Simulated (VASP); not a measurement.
Runs of VASP 6.6.1 on W. The cell holds a slab with vacuum, 7 atoms: a = 3.165 Å, b = 2.741 Å, c = 27.428 Å, α = 90.00°, β = 90.00°, γ = 54.74°. 

| level | potentials or basis | gap on the mesh (eV) | largest force (eV/Å) |
| --- | --- | --- | --- |
| RPBE | VASP PAW PBE potentials, release 64 (W_sv) | none | 0.67 |
| LDA | VASP PAW LDA potentials, release 64 (W_sv) | none | (a) |
| PBEsol | VASP PAW PBE potentials, release 64 (W_sv) | none | 0.80 |
| PBE | VASP PAW PBE potentials, release 64 (W_sv) | none | 0.66 |

Alike in all rows: task work function; no spin polarisation; cell as given; k mesh 12 × 12 × 1; cutoff (eV) 520; smearing gaussian 0.1 eV.

**Question.** Estimate the missing entries.

**Answer.** (a) 1.00.

Caveats: the PAW data sets were made with another functional, which shifts forces and pressure a little (some runs).

A k mesh can miss the band edges, and the runs leave out spin-orbit coupling on W.

A gap of «none» marks a metal or a gap under the smearing width.
